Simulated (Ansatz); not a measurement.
# In (diamond type): a single-point run

Wanted: a converged single-point run for In (diamond type), and a check of what comes out. The structure is shown as the input types it.

Method: DFT, PBE, all-electron LAPW, scalar-relativistic, in Ansatz 0.2.0.

## Step 1: The structure to begin with

The structure is cubic, space group Fd-3m (No. 227). Conventional cell: a = 6.862 Å, b = 6.862 Å, c = 6.862 Å, α = 90.00°, β = 90.00°, γ = 90.00°. In (site symmetry -43m) is surrounded by 4 In at 2.97 Å.

Coordinates:

```cif
data_structure
_symmetry_space_group_name_H-M 'Fd-3m:1'
_symmetry_Int_Tables_number 227
_cell_length_a 6.8615
_cell_length_b 6.8615
_cell_length_c 6.8615
_cell_angle_alpha 90.000
_cell_angle_beta 90.000
_cell_angle_gamma 90.000
_cell_volume 323.05
loop_
_atom_site_label
_atom_site_type_symbol
_atom_site_symmetry_multiplicity
_atom_site_Wyckoff_symbol
_atom_site_fract_x
_atom_site_fract_y
_atom_site_fract_z
_atom_site_occupancy
In1 In 8 b 0.00000 0.00000 0.50000 1
```

## Step 2: Running it

Contents of input.yaml:

```yaml
crystal:
  lattice:
    - [0.0, 3.4307661018, 3.4307661018]
    - [3.4307661018, 0.0, 3.4307661018]
    - [3.4307661018, 3.4307661018, 0.0]
  atoms:
    - { symbol: In, position: [0.0, 0.0, 0.0] }
    - { symbol: In, position: [0.25, 0.25, 0.25] }
kpoints:
  mp_grid: { grid: [9, 9, 9] }
scf:
  max_iter: 75
hamiltonian:
  xc: pbe
  pseudopotentials: { kind: all_electron, lapw: { basis_error: 0.00025 } }
output:
  forces: true
  stress: true
  eigenvalues: true
```

Command:

```sh
ansatz run input.yaml --threads 1 --pin off --max-ram 2048MiB --backend cpu --events-out ev --progress --plain --runs-dir out
```

Q: Will this input give a usable result? If not, why, and what should change?

Nothing was computed: the input was turned down at the start. It says: «`scf.occupations.method` is required: fixed only where the cell keeps a band gap throughout the run, explicit beside scf.occupations.values (under evaluate: without them) ...»

The suspect setting: scf.occupations.method is missing; scf.occupations.width is missing. The input leaves out something that has no default.

The cure: set scf.occupations.method to fermi_dirac and scf.occupations.width to 0.05.
